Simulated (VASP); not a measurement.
# MgO, phonon dispersion from a supercell: which settings are enough?

MgO, Fm-3m (no. 225), 2 atoms in the cell. LDA, phonon dispersion from a supercell; PAW potentials Mg, O (LDA set). VASP 6.6.1.

Wanted: frequencies at the zone-boundary points of the path within 5 cm⁻¹; vibrational free energy at 300 K within 0.001 eV/atom.

Geometry: relaxed with this functional; Long-range dipole term: yes.

The series start from Plane-wave cutoff (eV): 520; k mesh: 8x8x8; SCF threshold (eV): 1e-7; Precision mode: Accurate; Displacements: NFREE 2; Supercell: 2x2x2. Each series keeps the choices made before it, and each single choice may use up half of a tolerance. Times cover all steps of a run.

## Plane-wave cutoff (eV)

| Plane-wave cutoff (eV) | Frequencies at the zone-boundary points of the path, largest deviation (cm⁻¹) | Vibrational free energy at 300 K (eV/atom) | Time (s) |
|---|---|---|---|
| 320 | 9.5 | 0.0634 | 22 |
| 400 | 0.3 | 0.0625 | 26 |
| 460 | 0.8 | 0.0624 | 30 |
| 520 | 0.2 | 0.0625 | 48 |
| 640 (reference) | 0.0 | 0.0625 | 44 |

Chosen: 400, the loosest value from which every tighter one stays within half of the tolerance.

## k mesh

| k mesh | Frequencies at the zone-boundary points of the path, largest deviation (cm⁻¹) | Vibrational free energy at 300 K (eV/atom) | Time (s) |
|---|---|---|---|
| 4x4x4 | 3.0 | 0.0623 | 18 |
| 6x6x6 | 0.1 | 0.0625 | 19 |
| 8x8x8 | 0.2 | 0.0625 | 26 |
| 12x12x12 (reference) | 0.0 | 0.0625 | 41 |

Chosen: 6x6x6.

## SCF threshold (eV)

| SCF threshold (eV) | Frequencies at the zone-boundary points of the path, largest deviation (cm⁻¹) | Vibrational free energy at 300 K (eV/atom) | Time (s) |
|---|---|---|---|
| 0.0001 | 23.7 | 0.0649 | 16 |
| 1e-5 | 4.0 | 0.0621 | 17 |
| 1e-6 | 0.7 | 0.0625 | 18 |
| 1e-7 (reference) | 0.0 | 0.0625 | 19 |

Chosen: 1e-6.

## Precision mode

| Precision mode | Frequencies at the zone-boundary points of the path, largest deviation (cm⁻¹) | Vibrational free energy at 300 K (eV/atom) | Time (s) |
|---|---|---|---|
| Accurate | 0.0 | 0.0625 | 18 |
| Normal | 2.6 | 0.0623 | 15 |
| Single | 3.6 | 0.0620 | 17 |

Chosen: Accurate; no other choice that stays within half of the tolerance saves 30 % of the time.

## Displacements

| Displacements | Frequencies at the zone-boundary points of the path, largest deviation (cm⁻¹) | Vibrational free energy at 300 K (eV/atom) | Time (s) |
|---|---|---|---|
| NFREE 2 | 0.0 | 0.0625 | 18 |
| NFREE 1 | 1.7 | 0.0624 | 16 |
| perturbation theory (IBRION 8) | 2.1 | 0.0625 | 25 |

Chosen: NFREE 2.

## Supercell

| Supercell | Frequencies at the zone-boundary points of the path, largest deviation (cm⁻¹) | Vibrational free energy at 300 K (eV/atom) | Time (s) |
|---|---|---|---|
| 2x2x2 | 16.2 | 0.0625 | 18 |
| 3x3x3 (reference) | 0.0 | 0.0626 | 107 |

Chosen: 3x3x3; the next looser run is off by more than half of the tolerance, so convergence isn't shown beyond this value.

## All choices together

| Input | Frequencies at the zone-boundary points of the path, largest deviation (cm⁻¹) | Vibrational free energy at 300 K (eV/atom) | Time (s) |
|---|---|---|---|
| program defaults, KSPACING-like mesh of 0.5 per A (naive) | 17.5 | 0.0625 | 21 |
| chosen settings | 0.6 | 0.0626 | 107 |
| reference settings throughout | 0.0 | 0.0626 | 1048 |

The chosen settings stay within the tolerance of the reference run, but the reference itself isn't shown to be converged in: Supercell.

## The input

INCAR.step1:
```
PREC = Accurate
ENCUT = 400
EDIFF = 1E-8
ISMEAR = 0
SIGMA = 0.02
LREAL = F
LASPH = T
ALGO = Normal
NELM = 120
LWAVE = F
LCHARG = F
GGA = CA
LEPSILON = T
KPAR = 8
```

INCAR.step2:
```
PREC = Accurate
ENCUT = 400
EDIFF = 1E-6
ISMEAR = 0
SIGMA = 0.02
LREAL = F
LASPH = T
ALGO = Normal
NELM = 120
LWAVE = F
LCHARG = F
GGA = CA
LPHON_DISPERSION = T
PHON_NWRITE = -2
KPAR = 2
IBRION = 6
NFREE = 2
POTIM = 0.015
NSW = 1
ISIF = 2
LPHON_POLAR = T
PHON_DIELECTRIC = 3.0846 0.0000 0.0000 0.0000 3.0846 0.0000 0.0000 0.0000 3.0846
PHON_BORN_CHARGES = 1.9443 0.0000 0.0000 0.0000 1.9443 0.0000 0.0000 0.0000 1.9443 -1.9443 0.0000 0.0000 0.0000 -1.9443 0.0000 0.0000 0.0000 -1.9443
```

INCAR.step3, as INCAR.step2 but for:
```
+ CHECKPOINT_FD = CONTINUE
+ PHON_DOS = 2
```

KPOINTS.step1:
```
k-points
0
Gamma
  14 14 14
```

KPOINTS.step2:
```
Automatic mesh
0
Gamma
  2 2 2
  0 0 0
```

QPOINTS.step2:
```
path GXWKGLUWLK,UX
8
line-mode
reciprocal
 0.0000000000  0.0000000000  0.0000000000  G
 0.5000000000  0.0000000000  0.5000000000  X

 0.5000000000  0.0000000000  0.5000000000  X
 0.5000000000  0.2500000000  0.7500000000  W

 0.5000000000  0.2500000000  0.7500000000  W
 0.3750000000  0.3750000000  0.7500000000  K

 0.3750000000  0.3750000000  0.7500000000  K
[... 10 lines left out ...]

 0.5000000000  0.2500000000  0.7500000000  W
 0.5000000000  0.5000000000  0.5000000000  L

 0.5000000000  0.5000000000  0.5000000000  L
 0.3750000000  0.3750000000  0.7500000000  K

 0.6250000000  0.2500000000  0.6250000000  U
 0.5000000000  0.0000000000  0.5000000000  X
```

QPOINTS.step3:
```
q mesh
0
Gamma
  16 16 16
  0 0 0
```

POSCAR.step1:
```
MgO
1.0
    0.0000000000      2.0719143839      2.0719143839
    2.0719143839      0.0000000000      2.0719143839
    2.0719143839      2.0719143839      0.0000000000
Mg O
1 1
Direct
    0.0000000000      0.0000000000      0.0000000000
    0.5000000000      0.5000000000      0.5000000000
```

POSCAR.step2:
```
MgO
 1.0000000000000000
     0.0000000000000000    6.2157431518214850    6.2157431518214850
     6.2157431518214850    0.0000000000000000    6.2157431518214850
     6.2157431518214850    6.2157431518214850    0.0000000000000000
 Mg  O
  27  27
Direct
  0.0000000000000000  0.0000000000000000 -0.0000000000000000
 -0.0000000000000001 -0.0000000000000001  0.3333333333333334
 -0.0000000000000001 -0.0000000000000001  0.6666666666666669
  0.0000000000000000  0.3333333333333334 -0.0000000000000000
 -0.0000000000000001  0.3333333333333333  0.3333333333333334
 -0.0000000000000001  0.3333333333333332  0.6666666666666669
  0.0000000000000000  0.6666666666666669 -0.0000000000000000
 -0.0000000000000001  0.6666666666666667  0.3333333333333334
 -0.0000000000000001  0.6666666666666665  0.6666666666666669
  0.3333333333333334  0.0000000000000000 -0.0000000000000000
  0.3333333333333333 -0.0000000000000001  0.3333333333333334
  0.3333333333333332 -0.0000000000000001  0.6666666666666669
  0.3333333333333334  0.3333333333333334 -0.0000000000000000
  0.3333333333333333  0.3333333333333333  0.3333333333333334
  0.3333333333333332  0.3333333333333332  0.6666666666666669
  0.3333333333333334  0.6666666666666667  0.0000000000000001
  0.3333333333333333  0.6666666666666667  0.3333333333333334
  0.3333333333333332  0.6666666666666665  0.6666666666666669
  0.6666666666666669  0.0000000000000000 -0.0000000000000000
  0.6666666666666670  0.0000000000000001  0.3333333333333333
  0.6666666666666665 -0.0000000000000001  0.6666666666666669
  0.6666666666666667  0.3333333333333334  0.0000000000000001
  0.6666666666666667  0.3333333333333333  0.3333333333333334
  0.6666666666666665  0.3333333333333332  0.6666666666666669
  0.6666666666666669  0.6666666666666669 -0.0000000000000000
  0.6666666666666667  0.6666666666666667  0.3333333333333334
  0.6666666666666665  0.6666666666666665  0.6666666666666669
  0.1666666666666666  0.1666666666666666  0.1666666666666667
  0.1666666666666667  0.1666666666666667  0.5000000000000000
  0.1666666666666667  0.1666666666666667  0.8333333333333335
  0.1666666666666666  0.4999999999999999  0.1666666666666667
  0.1666666666666667  0.4999999999999999  0.5000000000000000
  0.1666666666666668  0.5000000000000000  0.8333333333333334
  0.1666666666666666  0.8333333333333334  0.1666666666666667
  0.1666666666666667  0.8333333333333334  0.4999999999999999
  0.1666666666666668  0.8333333333333334  0.8333333333333334
  0.4999999999999999  0.1666666666666666  0.1666666666666667
  0.4999999999999999  0.1666666666666667  0.5000000000000000
  0.5000000000000000  0.1666666666666668  0.8333333333333334
  0.4999999999999999  0.4999999999999999  0.1666666666666667
  0.4999999999999999  0.4999999999999999  0.4999999999999999
  0.5000000000000000  0.5000000000000000  0.8333333333333334
  0.5000000000000000  0.8333333333333334  0.1666666666666667
  0.4999999999999999  0.8333333333333334  0.5000000000000000
  0.5000000000000000  0.8333333333333334  0.8333333333333334
  0.8333333333333334  0.1666666666666666  0.1666666666666667
  0.8333333333333334  0.1666666666666667  0.5000000000000000
  0.8333333333333334  0.1666666666666668  0.8333333333333334
  0.8333333333333334  0.5000000000000000  0.1666666666666667
  0.8333333333333334  0.4999999999999999  0.5000000000000000
  0.8333333333333334  0.5000000000000000  0.8333333333333334
  0.8333333333333334  0.8333333333333334  0.1666666666666667
  0.8333333333333334  0.8333333333333334  0.5000000000000000
  0.8333333333333334  0.8333333333333334  0.8333333333333334
```

Commands (each step's output is kept before the next begins):
```
cat potpaw_LDA.64/Mg/POTCAR potpaw_LDA.64/O/POTCAR > POTCAR
cp INCAR.step1 INCAR
cp KPOINTS.step1 KPOINTS
cp POSCAR.step1 POSCAR
mpirun -np 8 vasp_std > vasp.out
rm WAVECAR CHG
cp INCAR.step2 INCAR
cp KPOINTS.step2 KPOINTS
cp POSCAR.step2 POSCAR
cp QPOINTS.step2 QPOINTS
mpirun -np 8 vasp_std > vasp.out
cp INCAR.step3 INCAR
cp QPOINTS.step3 QPOINTS
mpirun -np 8 vasp_std > vasp.out
```

The chosen input took VASP 6.6.1 107 s on 8 cores (AMD EPYC 9R45 (Zen 5)), a shared host.

## An input that fails: no q points given

It runs to its end, but its output holds no phonon dispersion.
